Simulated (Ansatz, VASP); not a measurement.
BN in VASP and in Ansatz

```xyz
2
Lattice="0.0000 1.8130 1.6680 1.8130 0.0000 1.6680 1.8130 1.8130 0.0000" Properties=species:S:1:pos:R:3 pbc="T T T"
B     0.0000    0.0000    0.0000
N     2.7195    2.7195    2.5019
```

Change from the starting cell: strain +0.000 along x and y, -0.080 along z, atoms carried along.

Alike in both runs: task single point; functional PBE; k mesh 12 × 12 × 12; occupations gaussian, width 0.05 eV; no spin polarisation.

|  | VASP | Ansatz |
| --- | --- | --- |
| version | VASP 6.6.1 | Ansatz 0.2.0 |
| potentials or method | VASP PAW PBE potentials, release 64 (B, N) | scalar-relativistic, plane waves, PAW |
| plane-wave cutoff (eV) | 520 | 420 |
| valence electrons in the cell | 8 | 8 |

VASP gave:

```
gap on the k mesh at the Fermi level (eV)       : 3.07
least direct gap on the mesh (eV)               : 8.34
pressure (GPa)                                  : 35.8
largest component of the traceless stress (GPa) : 32.14
```

Q: What did Ansatz give for the same quantities?

A: gap on the k mesh at the Fermi level (eV): 3.09; least direct gap on the mesh (eV): 8.35; pressure (GPa): 35.3; largest component of the traceless stress (GPa): 32.14.

The functional is the same, so the differences come from potentials, cutoffs and numerics.

Caveats: so large a pressure means that the cell lies far from this level's equilibrium, or that cutoff or potentials fall short (VASP). A k mesh can miss the band edges.
